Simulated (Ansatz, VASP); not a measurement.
Two plane-wave programs on Pt

```
Pt
1.0
     0.00000    2.00873    2.00873
     2.00873    0.00000    2.00873
     2.00873    2.00873    0.00000
Pt
1
Direct
  0.00000 0.00000 0.00000
```

Alike in both runs: task single point; functional r2SCAN; k mesh 18 × 18 × 18; occupations gaussian, width 0.1 eV; no spin polarisation.

|  | VASP | Ansatz |
| --- | --- | --- |
| version | VASP 6.6.1 | Ansatz 0.2.0 |
| potentials or method | VASP PAW PBE potentials, release 64 (Pt) | scalar-relativistic, plane waves, PAW |
| plane-wave cutoff (eV) | 520 | 500 |
| valence electrons in the cell | 10 | 18 |

Ansatz gave:

```
gap on the k mesh at the Fermi level (eV) : none
pressure (GPa)                            : -13.5
```

Task: What did VASP give for the same quantities?

Result: gap on the k mesh at the Fermi level (eV): none; pressure (GPa): -13.0.

A gap of «none» marks a metal or a gap that the smearing closes. The two sets of potentials don't hold the same shells in valence.

Caveats: the PAW data sets were made with another functional, which shifts forces and pressure a little (VASP). The runs have no spin-orbit coupling, so splittings on Pt are missing.
